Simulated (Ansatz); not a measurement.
Hf: changing the pressure

The cell as given:

```cif
data_structure
_symmetry_space_group_name_H-M 'P6_3/mmc'
_symmetry_Int_Tables_number 194
_cell_length_a 3.1967
_cell_length_b 3.1967
_cell_length_c 5.0578
_cell_angle_alpha 90.000
_cell_angle_beta 90.000
_cell_angle_gamma 120.000
_cell_volume 44.76
loop_
_atom_site_label
_atom_site_type_symbol
_atom_site_symmetry_multiplicity
_atom_site_Wyckoff_symbol
_atom_site_fract_x
_atom_site_fract_y
_atom_site_fract_z
_atom_site_occupancy
Hf1 Hf 2 c 0.66667 0.33333 0.75000 1
```

Kept alike: task relaxation of cell and atoms; functional PBE; k mesh 10 × 10 × 5; occupations fermi-dirac, width 0.05 eV; no spin polarisation. Program: Ansatz, Ansatz PAW, cutoff 420 eV. The mesh is that of the run's cell of 2 atoms. No spin-orbit coupling.

| pressure, P (GPa) | volume (Å³/atom) | first edge of the run's cell (Å) | third edge of the run's cell (Å) |
| --- | --- | --- | --- |
| 0 | 22.509 | 3.206 | 5.059 |
| 2 | 22.101 | 3.185 | 5.030 |
| 5 | 21.546 | 3.157 | 4.991 |
| 10 | 20.744 | 3.116 | 4.934 |
| 20 | 19.452 | 3.047 | 4.840 |

The relaxations keep at least the cell's symmetry (P6_3/mmc). For a metal such a mesh leaves the last digits unconverged. Runs of this series that gave no sound value for these columns are left out. The runs follow the start's structure, whether or not it is the stable one at these pressures. P is the pressure aimed at, which the runs meet within some hundredths to tenths of a GPa.

The volume falls from 22.509 to 19.452 Å³/atom between 0 and 20 GPa. The volume falls ever more slowly, since the solid stiffens under load. At the pressures aimed at, which the runs meet within some tenths of a GPa, the step from 0 to 5 GPa gives a mean bulk modulus near 114 GPa, the last step 156 GPa. The first edge of the run's cell falls from 3.206 to 3.047 Å between 0 and 20 GPa. The third edge of the run's cell falls from 5.059 to 4.840 Å between 0 and 20 GPa.

Compression is slightly anisotropic: the basal edge shortens proportionally more than the c axis, so c/a rises at every step but stays below the ideal value for close-packed spheres. With c/a below ideal, the contacts within a basal layer are longer than those between layers. Pressure therefore brings the two sets of distances closer together, which suggests that repulsion at short range increasingly evens out the packing.

Hafnium's resistance to compression reflects the balance in a group 4 metal between cohesion from a partly filled d band and the kinetic-energy and core-overlap repulsion that grows steeply as atoms approach. The growing repulsion accounts for the stiffening. Compression also generally moves sp electrons into the d band in early transition metals, which probably influences the axial ratio through directional d bonding. The cell edges alone cannot separate this electronic contribution from simple repulsion between neighbours; that would require the orbital occupations as a function of volume.
